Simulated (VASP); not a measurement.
Input:

```yaml
crystal:
  lattice:
    - [4.09802, 0.00000, 0.00000]
    - [0.00000, 4.09802, 0.00000]
    - [0.00000, 0.00000, 4.09802]
  atoms:
    - { symbol: Ba, position: [0.00000, 0.00000, 0.00000] }
    - { symbol: Sn, position: [0.50000, 0.50000, 0.50000] }
    - { symbol: O, position: [0.50000, 0.00000, 0.50000] }
    - { symbol: O, position: [0.00000, 0.50000, 0.50000] }
    - { symbol: O, position: [0.50000, 0.50000, 0.00000] }
```

Calculation: LDA (Ceperley-Alder, Perdew-Zunger), VASP's LDA PAW potentials (set 64) (plane waves; VASP). Numerical set-up: 520 eV cut-off, 6×6×6 Γ-centred mesh, tetrahedra with Blöchl corrections, potentials Ba_sv Sn_d O.

Unless said otherwise, spin-orbit coupling is left out, though it shifts the bands of the heavy elements here.

Task: What does the run give for the energy per atom (σ→0), band gap (on the k-mesh) with the smallest direct gap where there is one?

Result: 
* **band gap (on the k-mesh)**: 1.00 eV
* **smallest direct gap (on the k-mesh)**: 1.52 eV
* **energy per atom (σ→0)**: -7.093 eV/atom

The absolute energy has meaning only against runs of the same code, potentials and settings.

The compound is BaSnO3 in the cubic perovskite structure. It was relaxed first.
